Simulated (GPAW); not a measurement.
# V (Im-3m) in GPAW: further runs, part 2 of 2

GPAW 26.7.0.

## (3) Band structure, PBEsol+U, collinear spin, ferromagnetic start

Input file run.py:

```python
from ase import Atoms
from ase.dft.bandgap import bandgap
from ase.io import write
from ase.units import GPa
from gpaw import GPAW, PW, setup_paths

setup_paths.insert(0, '.')

atoms = Atoms(['V'],
              cell=[[-1.51435, 1.51435, 1.51435],
                    [1.51435, -1.51435, 1.51435],
                    [1.51435, 1.51435, -1.51435]],
              scaled_positions=[[0.0, 0.0, 0.0]],
              pbc=True)
atoms.set_initial_magnetic_moments([2.0])

calc = GPAW(mode=PW(600),
            xc='PBEsol',
            kpts={'size': (12, 12, 12), 'gamma': True},
            occupations={'name': 'fermi-dirac', 'width': 0.05},
            setups={'V': ':d,1.0'},
            nbands=15,
            convergence={'density': 1e-05, 'energy': 1e-05},
            maxiter=150,
            txt='gpaw.txt')
atoms.calc = calc
energy = atoms.get_potential_energy()
forces = atoms.get_forces()
stress = atoms.get_stress()
calc.write('gs.gpw')
write('result.traj', atoms)
print(f'Energy: {energy:.6f} eV')
print('Forces (eV/A):')
print(forces.round(4))
print('Stress (GPa):', (stress / GPa).round(3))
print('Moments:', calc.get_magnetic_moments().round(3))
print('Fermi level:', round(calc.get_fermi_level(), 4), 'eV')
print(f'Gap: {bandgap(calc)[0]:.4f} eV, direct: {bandgap(calc, direct=True)[0]:.4f} eV')

path = atoms.cell.bandpath('GHNGPH,PN', npoints=80, eps=1e-4)
bs_calc = calc.fixed_density(kpts=path, symmetry='off', nbands=23,
                             convergence={'bands': 'CBM+6.0', 'eigenstates': 1e-6}, txt='bands.txt')
bs = bs_calc.band_structure()
bs.write('bs.json')
print(f'Gap on the path: {bandgap(bs_calc)[0]:.4f} eV')
```

Potentials or basis: PAW data sets generated in the run's folder for this functional, pw.

Command:

```sh
$ gpaw-setup -f PBEsol V
$ OMP_NUM_THREADS=1 python run.py
```

gpaw.txt:

```text
__  _  _
 | _ |_)|_||  |
 |__||  | ||/\| - 26.7.0

Input parameters:
  mode=PW(ecut=600.0),
  convergence={'density': 1e-05, 'energy': 1e-05},
  kpts=MonkhorstPack(size=(12, 12, 12), gamma=True),
  maxiter=150,
  nbands=15,
  occupations=Occupations(name='fermi-dirac', width=0.05),
  setups={'V': ':d,1.0'},
  xc=XC(name='PBEsol')

Diagonalizing LCAO Hamiltonian
Converting LCAO to pw mode

       V

Atoms  # Å, Bohr magnetons
|   | symbol |        x |        y |        z |    initial magnetic moments |
|---|--------|----------|----------|----------|-----------------------------|
| 0 |      V | 0.000000 | 0.000000 | 0.000000 | ( 0.0000,  0.0000,  2.0000) |

Unit cell  # Å
| periodic |         x |         y |         z |  lengths |     angles |
|----------|-----------|-----------|-----------|----------|------------|
|      yes | -1.514350 |  1.514350 |  1.514350 | 2.622931 | 109.471221 |
|      yes |  1.514350 | -1.514350 |  1.514350 | 2.622931 | 109.471221 |
|      yes |  1.514350 |  1.514350 | -1.514350 | 2.622931 | 109.471221 |

Number of symmetries: 48
Symmetry operations  # r_c * U_cc + t_c -> r_c
|    | kind |            matrix            |
|----|------|------------------------------|
|  0 |  σ   |  1, 1, 1,  0, 0,-1,  0,-1, 0 |
|  1 |  C4  |  1, 1, 1,  0, 0,-1, -1, 0, 0 |
|  2 |  C2  |  1, 1, 1,  0,-1, 0,  0, 0,-1 |
|  3 |  S6  |  1, 1, 1,  0,-1, 0, -1, 0, 0 |
|  4 |  S6  |  1, 1, 1, -1, 0, 0,  0, 0,-1 |
|  5 |  C4  |  1, 1, 1, -1, 0, 0,  0,-1, 0 |
|  6 |  E   |  1, 0, 0,  0, 1, 0,  0, 0, 1 |
|  7 |  σ   |  1, 0, 0,  0, 1, 0, -1,-1,-1 |
|  8 |  σ   |  1, 0, 0,  0, 0, 1,  0, 1, 0 |
|  9 |  C3  |  1, 0, 0,  0, 0, 1, -1,-1,-1 |
| 10 |  C3  |  1, 0, 0, -1,-1,-1,  0, 1, 0 |
| 11 |  σ   |  1, 0, 0, -1,-1,-1,  0, 0, 1 |
| 12 |  σ   |  0, 1, 0,  1, 0, 0,  0, 0, 1 |
| 13 |  C2  |  0, 1, 0,  1, 0, 0, -1,-1,-1 |
| 14 |  C3  |  0, 1, 0,  0, 0, 1,  1, 0, 0 |
| 15 |  S4  |  0, 1, 0,  0, 0, 1, -1,-1,-1 |
| 16 |  S4  |  0, 1, 0, -1,-1,-1,  1, 0, 0 |
| 17 |  C3  |  0, 1, 0, -1,-1,-1,  0, 0, 1 |
| 18 |  C3  |  0, 0, 1,  1, 0, 0,  0, 1, 0 |
| 19 |  S4  |  0, 0, 1,  1, 0, 0, -1,-1,-1 |
| 20 |  σ   |  0, 0, 1,  0, 1, 0,  1, 0, 0 |
| 21 |  C3  |  0, 0, 1,  0, 1, 0, -1,-1,-1 |
| 22 |  C2  |  0, 0, 1, -1,-1,-1,  1, 0, 0 |
| 23 |  S4  |  0, 0, 1, -1,-1,-1,  0, 1, 0 |
[... 126 lines left out ...]
xc functional:
  name: PBEsol with 2 nearest neighbor stencil

convergence criteria:
- Maximum integral of absolute [dens]ity change: 1e-05 electrons / valence electron
- Maximum [total energy] change in last 3 cyles: 1e-05 eV / valence electron
- Maximum integral of absolute [eigenst]ate change: 4e-08 eV^2 / valence electron
maximum number of iterations: 150

SCF iterations
|iter     | |      energy | eigst |  dens |  magmom |
|---------|-|-------------|-------|-------|---------|
|iter:   1| |   -7.975917 | +0.30 |       |  +2.0067|
|iter:   2| |   -7.901234 | -2.53 | -0.84 |  +1.9543|
|iter:   3| |   -7.883709 | -1.90 | -0.88 |  +1.3311|
|iter:   4| |   -7.965270 | -3.56 | -1.34 |  +1.0250|
|iter:   5| |   -8.005196 | -3.54 | -1.51 |  +0.5316|
|iter:   6| |   -8.006654 | -4.50 | -2.48 |  +0.5332|
|iter:   7| |   -8.007167 | -4.66 | -2.65 |  +0.5107|
|iter:   8| |   -8.007139 | -5.13 | -2.97 |  +0.4901|
|iter:   9| |   -8.006923 | -4.89 | -3.11 |  +0.4571|
|iter:  10| |   -8.006792 | -5.80 | -3.32 |  +0.4403|
|iter:  11| |   -8.006597 | -5.75 | -3.50 |  +0.4147|
|iter:  12| |   -8.006547 | -7.24 | -4.04 |  +0.4077|
|iter:  13| |   -8.006538c| -7.84c| -4.60 |  +0.4063|
|iter:  14| |   -8.006540c| -8.55c| -5.24c|  +0.4067|

Converged in 14 steps
Energy contributions relative to reference atoms: (reference = -25792.738541)

Energy contributions:
  Kinetic:          -5.396648
  Coulomb:           4.043530
  Zero:              0.144932
  External:          0.000000
  Xc:               -6.790205
  Entropy:          -0.016298
  Spinorbit:         0.000000
  ----------------------------
  Free energy:      -8.014689
  Extrapolated:     -8.006540

dipole moment: (-3.684436, -3.684436, -3.684436)  # |e|*Ang

Total magnetic moment: (0.000000, 0.000000, 0.406661)

Local magnetic moments
|        x |        y |        z |
|----------|----------|----------|
| 0.000000 | 0.000000 | 0.327707 |  # V    0

Fermi level: 9.090
Eigenvalues  # (at kpt = [-0.000, -0.000, -0.000])
| band index |      eig [eV] | occ [0-1] |      eig [eV] | occ [0-1] |
|------------|---------------|-----------|---------------|-----------|
|          0 |       -54.780 |     1.000 |       -54.470 |     1.000 |
|          1 |       -28.243 |     1.000 |       -27.936 |     1.000 |
|          2 |       -28.243 |     1.000 |       -27.936 |     1.000 |
|          3 |       -28.243 |     1.000 |       -27.936 |     1.000 |
|          4 |         2.361 |     1.000 |         2.597 |     1.000 |
|          5 |         9.228 |     0.059 |         9.725 |     0.000 |
|          6 |         9.228 |     0.059 |         9.725 |     0.000 |
|          7 |         9.228 |     0.059 |         9.725 |     0.000 |
|          8 |        11.383 |     0.000 |        11.588 |     0.000 |
|          9 |        11.383 |     0.000 |        11.588 |     0.000 |
|         10 |        29.395 |     0.000 |        29.611 |     0.000 |
|         11 |        29.395 |     0.000 |        29.611 |     0.000 |
|         12 |        29.395 |     0.000 |        29.611 |     0.000 |
|        ... |               |           |               |           |
|         14 |        35.800 |     0.000 |        35.938 |     0.000 |

No gap
No difference between direct/indirect transitions

Forces  # eV/Ang
|        x |        y |        z |
|----------|----------|----------|
| -0.00000 | -0.00000 | -0.00000 |  # V    0

Stress tensor  # eV/Ang^3
|        x |        y |        z |
|----------|----------|----------|
| 0.051104 | 0.000000 | 0.000000 |
| 0.000000 | 0.051104 | 0.000000 |
| 0.000000 | 0.000000 | 0.051104 |

# Writing to gs.gpw (mode='')
```

stdout:

```text
Energy: -8.006540 eV
Forces (eV/A):
[[-0. -0. -0.]]
Stress (GPa): [8.188 8.188 8.188 0.    0.    0.   ]
Moments: [0.328]
Fermi level: 9.0895 eV
Gap: 0.0000 eV, direct: 0.0000 eV
Gap on the path: 0.0000 eV
```

bands.txt:

```text
Diagonalizing LCAO Hamiltonian
Converting LCAO to pw mode
convergence criteria:
- Maximum integral of absolute [eigenst]ate change: 1e-06 eV^2 / valence electron
maximum number of iterations: 150

SCF iterations
|iter     | |      energy | eigst |  dens |  magmom |
|---------|-|-------------|-------|-------|---------|
[... 85 lines left out ...]
         [ 0.16666667,  0.16666667,  0.33333333],
         [ 0.13888889,  0.13888889,  0.36111111],
         [ 0.11111111,  0.11111111,  0.38888889],
         [ 0.08333333,  0.08333333,  0.41666667],
         [ 0.05555556,  0.05555556,  0.44444444],
         [ 0.02777778,  0.02777778,  0.47222222],
         [ 0.        ,  0.        ,  0.5       ]])),
  maxiter=150,
  nbands=23,
  occupations=Occupations(name='fermi-dirac', width=0.05),
  setups={'V': ':d,1.0'},
  symmetry=Symmetry(point_group=False, time_reversal=False),
  xc=XC(name='PBEsol')
```

Run time: 22 s. Hardware: 1 thread of Intel Xeon 6975P-C (Granite Rapids), shared host; peak memory 0.2 GiB.

What came out:

```
Free energy             : -8.0147 eV
Pressure                : -8.2 GPa
Band gap along the path : none (metal or under the smearing width)
Net moment              : 0.41 μB per cell
Site moments            : V +0.33 μB
```

Levels at the corners of the path, in eV from the Fermi level:
Spin up:
```
point  band 3  band 4  band 5  band 6  band 7  band 8  band 9  band 10
    Γ  -37.33  -37.33   -6.73    0.14    0.14    0.14    2.29     2.29
    H  -37.89  -37.89   -2.89   -2.89    3.33    3.33    3.33     9.65
    N  -37.59  -37.34   -3.23   -1.32    1.31    2.21    2.63     3.71
    Γ  -37.33  -37.33   -6.73    0.14    0.14    0.14    2.29     2.29
    P  -37.73  -37.73   -1.33   -1.33   -1.33    2.70    2.70     9.91
    H  -37.89  -37.89   -2.89   -2.89    3.33    3.33    3.33     9.65
    P  -37.73  -37.73   -1.33   -1.33   -1.33    2.70    2.70     9.91
    N  -37.59  -37.34   -3.23   -1.32    1.31    2.21    2.63     3.71
```
Spin down:
| point | band 2 | band 3 | band 4 | band 5 | band 6 | band 7 | band 8 | band 9 | band 10 |
| --- | --- | --- | --- | --- | --- | --- | --- | --- | --- |
| Γ | -37.03 | -37.03 | -37.03 | -6.49 | 0.64 | 0.64 | 0.64 | 2.50 | 2.50 |
| H | -37.58 | -37.58 | -37.58 | -2.70 | -2.70 | 3.84 | 3.84 | 3.84 | 9.94 |
| N | -37.84 | -37.28 | -37.03 | -2.91 | -0.85 | 1.53 | 2.52 | 2.85 | 4.22 |
| Γ | -37.03 | -37.03 | -37.03 | -6.49 | 0.64 | 0.64 | 0.64 | 2.50 | 2.50 |
| P | -37.43 | -37.43 | -37.43 | -0.92 | -0.92 | -0.92 | 2.91 | 2.91 | 10.24 |
| H | -37.58 | -37.58 | -37.58 | -2.70 | -2.70 | 3.84 | 3.84 | 3.84 | 9.94 |
| P | -37.43 | -37.43 | -37.43 | -0.92 | -0.92 | -0.92 | 2.91 | 2.91 | 10.24 |
| N | -37.84 | -37.28 | -37.03 | -2.91 | -0.85 | 1.53 | 2.52 | 2.85 | 4.22 |

Caveat: the U is typed as a test and isn't derived for this compound. The state reached can hang on the start; a lower one may exist.
